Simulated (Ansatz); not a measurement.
# Relaxing HgH₂

The calculation used DFT PBE, scalar-relativistic, plane waves, PAW in Ansatz 0.2.0. Cutoff 420 eV, Γ-centred k mesh, Gaussian smearing, no spin polarisation in the final step.

HgH₂ was placed on the Cu2Sb structure type (P4/nmm, No. 129), with Hg in place of Sb, H in place of Cu, at a guessed volume.

```
CELL_PARAMETERS angstrom
3.56008 0.00000 0.00000
0.00000 3.56008 0.00000
0.00000 0.00000 5.43197
ATOMIC_POSITIONS crystal
Hg 0.00000 0.50000 0.70000
Hg 0.50000 0.00000 0.30000
H 0.00000 0.00000 0.00000
H 0.50000 0.50000 0.00000
H 0.00000 0.50000 0.27000
H 0.50000 0.00000 0.73000
```

Cell and atoms relax at zero pressure; the relaxation can't lower the symmetry of the start. After a coarse first stage the cell is made exact in the group found at 0.06 Å.

Formation energies are uncorrected and refer to the elements' standard structures at the same level (H₂ as a molecule).

Task: What does it relax into?

Result: It keeps P4/nmm (No. 129), but not the shape of the type it started on. Conventional cell: a = 3.751 Å, c = 7.425 Å. Hg is coordinated by 1 H at 1.65 Å; around H on Wyckoff site a (2 atoms of the primitive cell) lie 4 Hg at 2.19 Å and 4 H at 2.65 Å; around H on Wyckoff site c (2 atoms of the primitive cell) lie 1 Hg at 1.65 Å.

```
Hg H
1.0
     3.75089    0.00000    0.00000
     0.00000    3.75089    0.00000
     0.00000    0.00000    7.42476
Hg H
2 4
Direct
  0.00000 0.50000 0.84896
  0.50000 0.00000 0.15104
  0.00000 0.00000 0.00000
  0.50000 0.50000 0.00000
  0.00000 0.50000 0.62644
  0.50000 0.00000 0.37356
```

Task: What are its volume, energy, density and gap?

Result: The volume per atom is 17.4 Å³. The density is 6.4 g/cm³. The energy over the elements is 0.55 eV/atom. The gap on the 10×10×6 mesh is 0 eV (a metal).

The final run used a 10×10×6 mesh on its 6-atom cell and 0.10 eV smearing. The k mesh leaves about 4 meV/atom of noise in metals. No dispersion correction is applied, so the spacing between layers, chains or molecules is poorly fixed, and with it the volume and density. Spin–orbit coupling is left out. Symmetry constrained the relaxation, so the result can be a saddle point. The steps took of the order of 2.5 core-minutes in all.